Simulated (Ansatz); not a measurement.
We consider L1₀ (CuAu-type) CoPt, described by r²SCAN+rVV10 (plane waves, PAW; Ansatz, a program for electronic structure).

Run with plane-wave cutoff 500 eV, 20×20×16 k mesh (along the axes of the cell as run), Fermi–Dirac smearing 0.1 eV, spin-polarised with parallel moments, scalar-relativistic PAW data made under PBE.

Cell (relaxed at this level):

```yaml
crystal:
  lattice:
    - [2.66829, 0.00000, 0.00000]
    - [0.00000, 2.66829, 0.00000]
    - [0.00000, 0.00000, 3.70968]
  atoms:
    - { symbol: Co, position: [0.00000, 0.00000, 0.00000] }
    - { symbol: Pt, position: [0.50000, 0.50000, 0.50000] }
```

Problem. Give the computed magnetic moment (largest site, within a sphere).

Solution. 
* **magnetic moment (largest site, within a sphere)**: 2.19 μB

Moments are spin moments.

Spin–orbit coupling is not included.

The computed numbers hold no vibrational or temperature effects.
